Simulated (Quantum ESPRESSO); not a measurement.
Crystal: FeO (Wuestite).

```xyz
2
Lattice="1.5188 0.8769 2.5196 -1.5188 0.8769 2.5196 0.0000 -1.7538 2.5196" Properties=species:S:1:pos:R:3 pbc="T T T"
Fe    0.0000    0.0000    0.0000
O     0.0000    0.0000    3.7794
```

Base run:

```yaml
Program: Quantum ESPRESSO 7.5
Functional: PBEsol
Potentials_or_basis: GBRV 1.5 PBEsol
Cutoff: 762 eV
Density_cutoff: 6095 eV
k_mesh: 9 × 9 × 9
Occupations: fermi-dirac, width 0.05 eV
Spin: no spin polarisation
```

Its results: band gap on the k mesh none (metal or under the smearing width); pressure -34.5 GPa.

Question: The run is repeated on the same cell with these changes: spin from no spin polarisation to collinear spin, random start. What comes out?

Answer: Band gap on the k mesh none (metal or under the smearing width); pressure -9.4 GPa; net moment -4.00 μB per cell; site moments Fe -3.46; O -0.32 μB.

Caveats: semilocal functionals often make such compounds metallic where correlation or magnetic order opens a gap, which also shifts bond lengths; a pressure of tens of GPa on the cell as given is suspect, and the run, the potentials or the cell itself is likely at fault (some runs); a cell with one magnetic atom can't hold antiferromagnetic order, which such compounds often take (some runs).
